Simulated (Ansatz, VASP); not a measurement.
## Two plane-wave programs on KF (Carobbiite)

```
CELL_PARAMETERS angstrom
0.00000 2.65896 2.65896
2.65896 0.00000 2.65896
2.65896 2.65896 0.00000
ATOMIC_POSITIONS crystal
K 0.00000 0.00000 0.00000
F 0.50000 0.50000 0.50000
```

Alike in both runs: task single point; functional PBE; k mesh 6 × 6 × 6; no spin polarisation.

```csv
,VASP,Ansatz
version,VASP 6.6.1,Ansatz 0.2.0
potentials or method,"VASP PAW PBE potentials, release 64 (K_sv, F)","plane waves, PAW"
plane-wave cutoff (eV),520,420
occupations,"gaussian, width 0.01 eV",fixed
valence electrons in the cell,16,16
```

|  | VASP | Ansatz | Ansatz less VASP |
| --- | --- | --- | --- |
| gap on the k mesh at the Fermi level (eV) | 6.24 | 6.26 | +0.017 |
| pressure (GPa) | 2.0 | 1.9 | -0.05 |
